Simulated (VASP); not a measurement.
A run of VASP 6.6.1 is set up as follows.

The input INCAR:

```
PREC = Accurate
ENCUT = 520
EDIFF = 1E-6
ISMEAR = -1
SIGMA = 0.05
LREAL = False
LASPH = True
NELM = 100
ALGO = Fast
ISIF = 2
LWAVE = False
LCHARG = True
GGA = B5
ALDAX = 1.0
AGGAX = 1.0
AGGAC = 1.0
ALDAC = 0.0
LELF = True
LVHAR = True
NBANDS = 64
```

Contents of KPOINTS:

```
Automatic mesh
0
Gamma
  4 8 2
```

The input POSCAR:

```
Te2Mo
1.0
    6.2007800682      0.0000000000      0.0000000000
    0.0000000000      3.3981842111      0.0000000000
   -0.9274669445      0.0000000000     13.5453481849
Te Mo
8 4
Direct
    0.9437000000      0.7500000000      0.6045000000
    0.0563000000      0.2500000000      0.3955000000
    0.9030000000      0.2500000000      0.8514000000
    0.0970000000      0.7500000000      0.1486000000
    0.4112000000      0.7500000000      0.8955000000
    0.5888000000      0.2500000000      0.1045000000
    0.4432000000      0.2500000000      0.6484000000
    0.5568000000      0.7500000000      0.3516000000
    0.8167000000      0.7500000000      0.9926000000
    0.1833000000      0.2500000000      0.0074000000
    0.6819000000      0.2500000000      0.4934000000
    0.3181000000      0.7500000000      0.5066000000
```

Potentials or basis: VASP PAW PBE potentials, release 64 (Te, Mo_sv).

The run is started by

```sh
$ cat potpaw_PBE.64/Te/POTCAR potpaw_PBE.64/Mo_sv/POTCAR > POTCAR
$ mpirun -np 1 vasp_std > vasp.out
```

Question: Estimate the band gap on the k mesh.

Answer: None (metal or under the smearing width).

Question: What does it give for the largest force?

Answer: 1.611 eV/Å.

Question: Estimate the pressure.

Answer: 17.1 GPa.

Forces on the atoms (eV/Å):
```
Te   0.140  0.000  1.050
Te  -0.140  0.000 -1.050
Te  -0.028  0.000 -1.611
Te   0.028  0.000  1.611
Te   0.099  0.000 -0.990
Te  -0.099  0.000  0.990
Te  -0.077  0.000  1.562
Te   0.077  0.000 -1.562
Mo  -0.257  0.000  0.090
Mo   0.257  0.000 -0.090
Mo   0.118  0.000  0.132
Mo  -0.118  0.000 -0.132
```

Caveat: so large a pressure means that the cell lies far from this level's equilibrium, or that cutoff or potentials fall short; the potentials were made for another functional, which shifts forces and pressure. The run has no spin-orbit coupling, so splittings on Te are missing.
